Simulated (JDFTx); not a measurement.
# BN: single point with PBE

The system is BN.

```
N B
1.0
     2.49824    0.00000    0.00000
    -1.24912    2.16354    0.00000
     0.00000    0.00000    6.63570
N B
2 2
Direct
  0.66667 0.33333 0.25000
  0.33333 0.66667 0.75000
  0.66667 0.33333 0.75000
  0.33333 0.66667 0.25000
```

| Quantity | Value |
| --- | --- |
| Program | JDFTx 1.7.0 (patched build) |
| Task | single point |
| Functional | PBE |
| Potentials or basis | PseudoDojo-SR-PBE-0.5-standard |
| Cutoff | 1143 eV |
| Density cutoff | 9143 eV |
| k mesh | 5 × 5 × 2 |
| Occupations | fermi-dirac, width 0.05 eV |
| Spin | no spin polarisation |
| Bands | 14 |
| Density cutoff over wavefunction cutoff | 8 |
| Max SCF steps | 100 |
| SCF threshold on the energy | 1e-09 Ha |
| Solver of the electrons | scf |
| Further solve for the empty bands | yes |

| Item | Value |
| --- | --- |
| Pressure | 4.8 GPa |
| Band gap on the k mesh | 4.71 eV, direct |
| Loewdin charges | N -0.39; B +0.44 e |

Stress tensor (GPa, compression positive):
```
5.69 0.00 0.00
0.00 5.69 0.00
0.00 0.00 2.90
```

Levels at points of the mesh, in eV from the valence-band top:
| k point | band 5 | band 6 | band 7 | band 8 |
| --- | --- | --- | --- | --- |
| (0.00, 0.00, 0.00) | -1.25 | -1.25 | -1.22 | -1.22 |
| (0.00, 0.00, 0.50) | -1.23 | -1.23 | -1.23 | -1.23 |

Wall time 25 s on 1 thread of Arm Neoverse V1 (shared host), peak memory 0.1 GiB.

Caveat: the k mesh is coarse (spacing up to 0.58 Å⁻¹), so the values aren't converged; the empty levels aren't tightly converged; an odd mesh through Γ misses points on the zone boundary, where band edges often lie; this functional lacks dispersion, which binds the layers, so the pressure and a relaxed spacing across them are unreliable.
